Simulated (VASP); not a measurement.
# Settings for Pt: self-consistent run

Pt, Fm-3m (no. 225), 1 atom in the cell. PBE; PAW potentials Pt (PBE set). VASP 6.6.1.

Wanted: energy within 0.2 meV/atom; Fermi level within 0.005 eV.

What the run is for: comparing ways to start; Accuracy asked: tight.

POSCAR:
```
Pt
1.0
    0.0000000000      1.9609000000      1.9609000000
    1.9609000000      0.0000000000      1.9609000000
    1.9609000000      1.9609000000      0.0000000000
Pt
1
Direct
    0.0000000000      0.0000000000      0.0000000000
```

## How the run starts (with a second run first, the time holds both)

| How the run starts (with a second run first, the time holds both) | Energy less reference (meV/atom) | Fermi level (eV) | Time (s) |
|---|---|---|---|
| from scratch: 11 SCF iterations | 0.00 | 11.2483 | 7.2 |
| density of a coarse mesh (ICHARG 1): 11 + 9 SCF iterations | 0.00 | 11.2483 | 8.0 |
| orbitals of a lower cutoff (ISTART 1): 11 + 5 SCF iterations | 0.00 | 11.2482 | 6.3 |
| orbitals of a loose run: 9 + 2 SCF iterations | 0.00 | 11.2482 | 5.1 |

Chosen: orbitals of a loose run: 9 + 2 SCF iterations; it saves 2.1 s of 7.2, so from scratch: 11 SCF iterations would do nearly as well.

## All choices together

| Input | Energy less reference (meV/atom) | Fermi level (eV) | Time (s) |
|---|---|---|---|
| chosen settings | 0.00 | 11.2482 | 5.1 |
| reference settings throughout | 0.00 | 11.2483 | 7.2 |

The tolerance is met.

## The input

INCAR.step1:
```
SYSTEM = Pt
GGA      = PE             ! functional
ISMEAR   = 1              ! smearing method
SIGMA    = 0.1            ! smearing width, eV
LWAVE    = .TRUE.         ! write WAVECAR
LCHARG   = .TRUE.         ! write CHGCAR
ISIF     = 2              ! what is computed and relaxed
PREC     = Normal         ! precision mode
LASPH    = .TRUE.         ! aspherical terms in the spheres
LREAL    = .FALSE.        ! projectors in reciprocal space
ALGO     = Normal         ! electronic algorithm
EDIFF    = 0.001          ! SCF threshold, eV
NELM     = 120            ! most SCF steps
GGA_COMPAT= .FALSE.      
ENCUT    = 400            ! plane-wave cutoff, eV
```

INCAR.step2, as INCAR.step1 but for:
```
- LWAVE = .TRUE.
- LCHARG = .TRUE.
- PREC = Normal
- EDIFF = 0.001
+ LWAVE = .FALSE.
+ LCHARG = .FALSE.
+ PREC = Accurate
+ EDIFF = 1E-6
+ ISTART = 1
```

KPOINTS:
```
k-points
0
Gamma
  14 14 14
```

Commands (each step's output is kept before the next begins):
```
cat potpaw_PBE.64/Pt/POTCAR > POTCAR
cp INCAR.step1 INCAR
mpirun -np 1 vasp_std > vasp.out
cp INCAR.step2 INCAR
mpirun -np 1 vasp_std > vasp.out
```

The chosen input took VASP 6.6.1 5.1 s on 1 core (Intel Xeon Platinum 8488C (Sapphire Rapids)), a shared host.

## An input that fails: restart asked without its files

VASP's message: ERROR: charge density could not be read from file CHGCAR for ICHARG>10.

Changes against the starting input:
```
- NELM = 120
+ NELM = 60
+ ICHARG = 11
```
